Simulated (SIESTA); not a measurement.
MgO2 under changes of volume

One of the cells (9.382 Å³/atom); the others are scaled copies at fixed shape and fractional positions:

```
Mg O
1.0
     4.82861    0.00000    0.00000
     0.00000    4.82861    0.00000
     0.00000    0.00000    4.82861
Mg O
4 8
Cartesian
  0.0000 0.0000 0.0000
  2.4143 0.0000 2.4143
  2.4143 2.4143 0.0000
  0.0000 2.4143 2.4143
  2.8461 4.3968 0.4318
  4.3968 0.4318 2.8461
  0.4318 2.8461 4.3968
  1.9825 1.9825 1.9825
  2.8461 2.8461 2.8461
  4.3968 1.9825 0.4318
  0.4318 4.3968 1.9825
  1.9825 0.4318 4.3968
```

The cell is a database's computed one.

* Program: SIESTA 5.4.2
* Functional: LDA
* Potentials or basis: PseudoDojo 0.4 standard (LDA files)
* Basis: DZP (energy shift 0.003 Ry; two zetas on semicore shells)
* Grid cutoff: 800 Ry
* Energy shift: 0.003 Ry
* k mesh: 4 × 4 × 4
* Occupations: fermi-dirac, width 0.05 eV
* Spin: no spin polarisation

```csv
volume (Å³/atom),energy over the lowest point (meV/atom),pressure (GPa),gap on the mesh (eV),largest force (eV/Å)
8.819,?,?,?,?
9.007,3.70,4.9,3.91,0.017
9.194,0.00,1.4,3.79,0.164
9.382,0.25,-1.8,3.68,0.303
9.569,4.05,-4.7,3.57,0.434
9.757,11.06,-7.3,3.46,0.556
9.945,20.99,-9.7,3.36,0.669
```

What does the run at 8.819 Å³/atom give?

Energy over the lowest point 11.75 meV/atom; pressure 8.9 GPa; gap on the mesh 4.04 eV; largest force 0.142 eV/Å.

Worked out: A Birch-Murnaghan fit of order 3 (a polynomial in V^(-2/3)) to the other rows has its minimum at 9.28 Å³/atom with B0 = V·E''(V) = 159 GPa and B' = 4.2 at fixed shape and positions, which overstates the stiffness. It gives 11.82 meV/atom at 8.819 Å³/atom, against the run's 11.75, and -dE/dV = 8.9 GPa, against 8.9. A straight line through the other rows of the gap, of slope -5.55 eV per unit of ln V, extrapolates to 4.02 eV, against the run's 4.04.

Energies are extrapolated to zero smearing.

Caveats: the basis of atomic orbitals isn't converged, which shifts pressures, moduli and gaps.

A mesh can miss the band edges.
